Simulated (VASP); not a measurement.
# Ge in VASP: how settings move the PBE single point

The PBE single point of Ge (diamond), under -1.0 % strain along z alone is repeated with altered inputs. Which of them can be trusted?

Code: VASP 6.6.1. PAW datasets, plane waves. Spin-unpolarised throughout; all numbers are computed.

### 1 The structure to begin with

The cell comes from an earlier relaxation with r2SCAN in another program, then strained, with the atoms relaxed again.

The symmetry is I4_1/amd (No. 141, tetragonal); conventional cell a = 4.012 Å, c = 5.617 Å, 22.60 Å³ an atom. Near Ge stand 4 Ge at 2.45 Å.

The structure in full:

```xyz
2
Lattice="0.0000 2.8369 2.8085 2.8369 0.0000 2.8085 2.8369 2.8369 0.0000" Properties=species:S:1:pos:R:3 pbc="T T T"
Ge    0.0000    0.0000    0.0000
Ge    1.4184    1.4184    1.4043
```

### 2 The reference run

Contents of INCAR:

```
ENCUT = 520.000000
SIGMA = 0.020000
EDIFF = 1.00e-07
GGA = PE
PREC = Accurate
IBRION = -1
ISIF = 2
ISMEAR = -1
NBANDS = 21
NELM = 120
NSW = 0
LASPH = .TRUE.
LCHARG = .FALSE.
LWAVE = .FALSE.
LREAL = .FALSE.
```

Contents of KPOINTS:

```
KPOINTS created by Atomic Simulation Environment
0
Gamma
8 8 8
0 0 0
```

Contents of POSCAR:

```
Ge
 1.0000000000000000
     0.0000000000000000    2.8368735120999999    2.8085047770000000
     2.8368735120999999    0.0000000000000000    2.8085047770000000
     2.8368735120999999    2.8368735120999999    0.0000000000000000
 Ge
   2
Cartesian
  0.0000000000000000  0.0000000000000000  0.0000000000000000
  1.4184367560500000  1.4184367560500000  1.4042523885000000
```

A file KPOINTS_OPT adds named points for the levels; it doesn't enter the self-consistent loop.

Potentials: the recommended PBE PAW datasets, 28 valence electrons.

Command:

```console
$ mpirun -np 1 vasp_std
```

### 3 Altered input 1

Contents of INCAR:

```
ENCUT = 520.000000
SIGMA = 0.020000
EDIFF = 1.00e-07
PREC = Accurate
IBRION = -1
ISIF = 2
ISMEAR = -1
NBANDS = 21
NELM = 120
NSW = 0
LCHARG = .FALSE.
LWAVE = .FALSE.
LREAL = .FALSE.
LASPH = .FALSE.
IVDW = 12
METAGGA = SCAN
```

KPOINTS is that of step 2.

POSCAR is that of step 2.

### 4 Altered input 2

Contents of INCAR:

```
SIGMA = 0.020000
EDIFF = 1.00e-07
GGA = PE
PREC = Accurate
IBRION = -1
ISIF = 2
ISMEAR = -1
NBANDS = 21
NSW = 0
LASPH = .TRUE.
LCHARG = .FALSE.
LWAVE = .FALSE.
LREAL = .FALSE.
ENCUT = 500
NELM = 64
```

KPOINTS is that of step 2.

POSCAR is that of step 2.

### 5 Altered input 3

Changes to INCAR since step 2:

```diff
@@ -9,3 +9,2 @@
 NBANDS = 21
-NELM = 120
 NSW = 0
@@ -15 +14,3 @@
 LREAL = .FALSE.
+NELECT = 27.9
+NELM = 66
```

KPOINTS is that of step 2.

POSCAR is that of step 2.

**Question.** What will these runs give? Wanted: for each run, changed; ending; energy change; pressure; electronic steps; usable.

As calculated:

| run | changed | ending | energy change (meV/atom) | pressure (GPa) | gap on the mesh (eV; negative: overlap) | electronic steps | time | usable |
| --- | --- | --- | --- | --- | --- | --- | --- | --- |
| ref. | – | converged | 0 | 3.6 | 0.00 | 12 | 50 s | yes |
| 1 | LASPH = .FALSE., IVDW = 12, METAGGA = SCAN | converged | – | -0.7 | 0.10 | 16 | 2.6 min | yes |
| 2 | ENCUT = 500, NELM = 64 | converged | 0.1 | 3.6 | 0.00 | 12 | 36 s | yes |
| 3 | NELECT = 27.9, NELM = 66 | converged | – | 0.3 | – | 13 | 38 s | no |

Of 3 altered inputs, 1 ended normally on a faulty or unsound input, 2 gave usable results. «ENCUT = 500, NELM = 64» moves the energy by 0.1 meV/atom.
